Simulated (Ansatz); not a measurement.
# SnS2 (P-3m1): how far a G0W0 gap depends on its settings

How well converged is a G0W0 gap of SnS2 built on the CdI2 prototype?

Program: Ansatz 0.2.0. G0W0, plane waves. No spin polarisation and no zero-point or thermal motion.

### Step 1. Starting point

The cell was relaxed beforehand with r2SCAN+rVV10.

It is trigonal, P-3m1 (No. 164); a = 3.661 Å, c = 5.962 Å in the conventional setting, 23.06 Å³ an atom. Sn has 6 S at 2.57 Å; S has 3 Sn at 2.57 Å.

As a file:

```
CELL_PARAMETERS angstrom
3.66075 0.00000 0.00000
-1.83038 3.17031 0.00000
0.00000 0.00000 5.96178
ATOMIC_POSITIONS crystal
Sn 0.00000 0.00000 0.00000
S 0.33333 0.66667 0.24559
S 0.66667 0.33333 0.75441
```

### Step 2. 157 empty bands, 100 eV

input.yaml

```yaml
crystal:
  lattice:
    - [3.6607548065, 0.0, 0.0]
    - [-1.8303774033, 3.1703066595, 0.0]
    - [0.0, 0.0, 5.9617808569]
  atoms:
    - { symbol: Sn, position: [0.0, 0.0, 0.0] }
    - { symbol: S, position: [0.3333333333, 0.6666666667, 0.245590536] }
    - { symbol: S, position: [0.6666666667, 0.3333333333, 0.754409464] }
kpoints:
  mp_grid: { grid: [6, 6, 4] }
hamiltonian:
  xc: pbe
scf:
  occupations: { method: fixed }
gw:
  n_empty_bands: 157
  ecut_chi: 100
  qp_bands: [v2, c2]
  qp_kpoints: band_edges
  screening: { model: contour_deformation }
```

### Step 3. 379 empty bands, 180 eV

input.yaml, as its differences from that of step 2:

```diff
@@ -16,4 +16,4 @@
 gw:
-  n_empty_bands: 157
-  ecut_chi: 100
+  n_empty_bands: 379
+  ecut_chi: 180
   qp_bands: [v2, c2]
```

### Step 4. 736 empty bands, 260 eV

input.yaml, as its differences from that of step 3:

```diff
@@ -16,4 +16,4 @@
 gw:
-  n_empty_bands: 379
-  ecut_chi: 180
+  n_empty_bands: 736
+  ecut_chi: 260
   qp_bands: [v2, c2]
```

### Step 5. Starting from HSE06

input.yaml, as its differences from that of step 4:

```diff
@@ -12,3 +12,3 @@
 hamiltonian:
-  xc: pbe
+  xc: hse06
 scf:
@@ -16,4 +16,4 @@
 gw:
-  n_empty_bands: 736
-  ecut_chi: 260
+  n_empty_bands: 379
+  ecut_chi: 180
   qp_bands: [v2, c2]
```

### Step 6. Starting from r2SCAN

input.yaml, as its differences from that of step 5:

```diff
@@ -12,3 +12,3 @@
 hamiltonian:
-  xc: hse06
+  xc: r2scan
 scf:
```

### Step 7. Starting from PBE0

input.yaml, as its differences from that of step 6:

```diff
@@ -12,3 +12,3 @@
 hamiltonian:
-  xc: r2scan
+  xc: pbe0
 scf:
```

### Step 8. A plasmon pole in place of the full frequency dependence

input.yaml, as its differences from that of step 7:

```diff
@@ -12,3 +12,3 @@
 hamiltonian:
-  xc: pbe0
+  xc: pbe
 scf:
@@ -20,2 +20,2 @@
   qp_kpoints: band_edges
-  screening: { model: contour_deformation }
+  screening: { model: godby_needs }
```

### Step 9. A finer mesh, 12×12×4

input.yaml, as its differences from that of step 8:

```diff
@@ -10,3 +10,3 @@
 kpoints:
-  mp_grid: { grid: [6, 6, 4] }
+  mp_grid: { grid: [12, 12, 4] }
 hamiltonian:
@@ -16,6 +16,6 @@
 gw:
-  n_empty_bands: 379
-  ecut_chi: 180
+  n_empty_bands: 112
+  ecut_chi: 80
   qp_bands: [v2, c2]
   qp_kpoints: band_edges
-  screening: { model: godby_needs }
+  screening: { model: contour_deformation }
```

### Step 10. Norm-conserving pseudopotentials

input.yaml, as its differences from that of step 9:

```diff
@@ -10,5 +10,6 @@
 kpoints:
-  mp_grid: { grid: [12, 12, 4] }
+  mp_grid: { grid: [6, 6, 4] }
 hamiltonian:
   xc: pbe
+  pseudopotentials: { kind: nc }
 scf:
@@ -16,4 +17,4 @@
 gw:
-  n_empty_bands: 112
-  ecut_chi: 80
+  n_empty_bands: 379
+  ecut_chi: 180
   qp_bands: [v2, c2]
```

**Question.** What will these runs give? Wanted: for each run, start; potentials; frequencies; empty bands; cutoff; Kohn-Sham gap; G0W0 gap.

**Answer**, as computed:

```
 start  potentials  frequencies  empty bands  cutoff (eV)     mesh  Kohn-Sham gap (eV)  G0W0 gap (eV)
   PBE         PAW         full          157          100    6×6×4                1.50           2.33
   PBE         PAW         full          379          180    6×6×4                1.50           2.34
   PBE         PAW         full          736          260    6×6×4                1.50           2.35
 HSE06         PAW         full          379          180    6×6×4                2.39           2.78
r2SCAN         PAW         full          379          180    6×6×4                1.81           2.55
  PBE0         PAW         full          379          180    6×6×4                3.09           2.96
   PBE         PAW         pole          379          180    6×6×4                1.50           2.39
   PBE         PAW         full          112           80  12×12×4                1.49           2.30
   PBE          NC         full          379          180    6×6×4                1.50           2.37
```

Gaps are those on each run's own mesh.

With bands and cutoff raised together, from 157 bands at 100 eV to 736 at 260 eV, the gap moves by +0.02 eV, and on the last rung by +0.00 eV; extrapolated in 1/N from the last two rungs, the limit on this k mesh would lie near 2.3 eV. The starting point matters: against PBE, HSE06 gives +0.43 eV, r2SCAN gives +0.21 eV, PBE0 gives +0.62 eV. The plasmon pole changes the gap by +0.048 eV. Norm-conserving potentials change it by +0.029 eV. Spin-orbit coupling is left out.
